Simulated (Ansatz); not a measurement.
Molecular dynamics of MoS$_{2}$

input.yaml

```yaml
accuracy: low
crystal:
  lattice:
    - [-3.300222, -5.716152, 0.0]
    - [4.950333, -2.858076, 0.0]
    - [0.0, 0.0, 12.886582]
  atoms:
    - { symbol: Mo, position: [0.65099713, 0.20202813, 0.3024223] }
    - { symbol: Mo, position: [0.36884902, 0.79821652, 0.77662167] }
    - { symbol: S, position: [0.23400485, 0.55708182, 0.57581425] }
    - { symbol: S, position: [0.5813375, 0.7558884, 0.19339557] }
    - { symbol: S, position: [0.51941164, 0.44734223, 0.83019905] }
    - { symbol: S, position: [0.70011828, 0.5587264, 0.37807317] }
    - { symbol: Mo, position: [0.26024593, 0.68960977, 0.15848126] }
    - { symbol: Mo, position: [0.11263011, 0.34726919, 0.6922735] }
    - { symbol: S, position: [0.06270591, 0.93527451, 0.71353049] }
    - { symbol: S, position: [0.73526746, 0.08672783, 0.13770617] }
    - { symbol: S, position: [0.24342912, 0.6514294, 0.96143487] }
    - { symbol: S, position: [0.30717464, 0.12756741, 0.23990657] }
    - { symbol: Mo, position: [0.05326704, 0.34697811, 0.25468591] }
    - { symbol: Mo, position: [-0.24631429, 0.6804454, 0.75688056] }
    - { symbol: S, position: [-0.20785598, 0.38423584, 0.61910508] }
    - { symbol: S, position: [-0.04747305, 0.57781491, 0.1123352] }
    - { symbol: S, position: [-0.03231547, 0.42179794, 0.85408607] }
    - { symbol: S, position: [0.21431372, 0.62871863, 0.36322902] }
    - { symbol: Mo, position: [0.88890671, 0.80824534, 0.28583801] }
    - { symbol: Mo, position: [0.67654807, 0.11766398, 0.77681682] }
    - { symbol: S, position: [0.58797928, 0.94836314, 0.63305051] }
    - { symbol: S, position: [1.19108836, 0.03744032, 0.03069086] }
    - { symbol: S, position: [0.75645145, 0.84711422, 0.91839336] }
    - { symbol: S, position: [0.85728814, 0.06303924, 0.4270185] }
basis:
  ecutwfc: 420.0
kpoints:
  mp_grid: { grid: [2, 2, 1] }
hamiltonian:
  xc: pbe
  pseudopotentials: { kind: paw, azcp: { folder: soft_1 } }
scf:
  occupations: { method: fermi_dirac, width: 0.36 }
  lower_state_search: "off"
md:
  timestep: 1.5
  n_steps: 300
  ensemble: nvt_langevin
  temperature: 2520.0
  initial_velocities: maxwell_boltzmann
  seed: 185458
  friction: 0.01
```

Command:

```bash
$ ansatz run input.yaml --threads 2 --pin off --max-ram 5120MiB --backend cpu --events-out ev --progress --plain --runs-dir out
```

It goes on from the last frame of an earlier run, with new velocities.

Output, in part (step lines):

```
md step     0: t =     0.00 fs  T =  2415.0 K  F+E_penalty+E_count = -54083.85290755 eV  E_kin = 7.491910 eV  (10 SCF iters)
md step     1: t =     1.50 fs  T =  2510.6 K  F+E_penalty+E_count = -54084.15677985 eV  E_kin = 7.788476 eV  (8 SCF iters)
md step     2: t =     3.00 fs  T =  2626.3 K  F+E_penalty+E_count = -54084.46336996 eV  E_kin = 8.147344 eV  (7 SCF iters)
md step     3: t =     4.50 fs  T =  2879.4 K  F+E_penalty+E_count = -54084.75344086 eV  E_kin = 8.932728 eV  (8 SCF iters)
md step     4: t =     6.00 fs  T =  2890.9 K  F+E_penalty+E_count = -54085.00125891 eV  E_kin = 8.968305 eV  (8 SCF iters)
md step     5: t =     7.50 fs  T =  3001.3 K  F+E_penalty+E_count = -54085.19037303 eV  E_kin = 9.310739 eV  (6 SCF iters)
md step     6: t =     9.00 fs  T =  3034.2 K  F+E_penalty+E_count = -54085.28302669 eV  E_kin = 9.412945 eV  (6 SCF iters)
md step     7: t =    10.50 fs  T =  2983.5 K  F+E_penalty+E_count = -54085.26900199 eV  E_kin = 9.255515 eV  (6 SCF iters)
[... lines left out ...]
md step   300: t =   450.00 fs  T =  2478.6 K  F+E_penalty+E_count = -54085.08754321 eV  E_kin = 7.689178 eV  (7 SCF iters)
```

The steps, from the saved trajectory:

| time (fs) | T (K) | potential energy less start (eV) |
| --- | --- | --- |
| 0 | 2415 | 0.000 |
| 15 | 2691 | -0.834 |
| 30 | 2662 | -0.701 |
| 45 | 2110 | 0.521 |
| 60 | 2440 | 2.216 |
| 75 | 2397 | 1.563 |
| 90 | 3141 | 0.041 |
| 105 | 2927 | 0.842 |
| 120 | 2993 | 0.383 |
| 135 | 3140 | -0.176 |
| 150 | 2915 | -0.296 |
| 165 | 2538 | 1.440 |
| 180 | 3184 | -0.021 |
| 195 | 2632 | 0.839 |
| 210 | 2337 | 1.208 |
| 225 | 2541 | 0.595 |
| 240 | 2504 | 0.566 |
| 255 | 2451 | 0.125 |
| 270 | 2373 | 0.724 |
| 285 | 2719 | -0.237 |
| 300 | 2235 | 0.521 |
| 315 | 1994 | 0.772 |
| 330 | 1950 | 0.773 |
| 345 | 2290 | 0.181 |
| 360 | 2556 | 0.181 |
| 375 | 2794 | -1.496 |
| 390 | 2549 | -0.133 |
| 405 | 2270 | 0.910 |
| 420 | 2462 | 0.118 |
| 435 | 2885 | -0.926 |
| 450 | 2479 | -1.235 |

All steps were run. A run of 0.45 ps of so small a system gives no equilibrium averages. Limits of this set-up: coarse k mesh, low accuracy level.

Mean squared displacements from the first frame to the last, about the centre of mass: Mo 0.58 Å², S 2.02 Å².

Last frame:

```xyz
24
Lattice="-3.3002 -5.7162 0.0000 4.9503 -2.8581 0.0000 0.0000 0.0000 12.8866" Properties=species:S:1:pos:R:3
Mo -0.316 -3.778 4.023
Mo 2.750 -4.305 10.658
S 1.002 -3.044 7.507
S 0.650 -5.918 2.507
S 0.552 -3.294 10.644
S -0.759 -5.823 4.924
Mo 3.304 -4.231 2.740
Mo 1.167 -1.744 9.026
S 3.884 -3.267 8.852
S -2.869 -5.603 1.869
S 4.404 -2.235 11.703
S -0.097 -1.634 4.880
Mo 2.087 -1.172 3.021
Mo 4.101 -1.292 9.767
S 2.941 0.175 8.489
S 2.360 -2.725 1.094
S 2.196 -0.792 11.524
S 2.035 -3.305 4.271
Mo 2.189 -7.876 4.068
Mo -1.835 -4.406 10.908
S 2.724 -5.995 9.064
S -3.504 -8.651 1.469
S 3.379 -5.581 12.704
S -1.707 -3.773 6.067
```

Time of the run: 32 min on 2 threads of Intel(R) Xeon(R) Platinum 8375C CPU @ 2.90GHz (Ice Lake), on a shared host, peak memory 1.3 GiB.
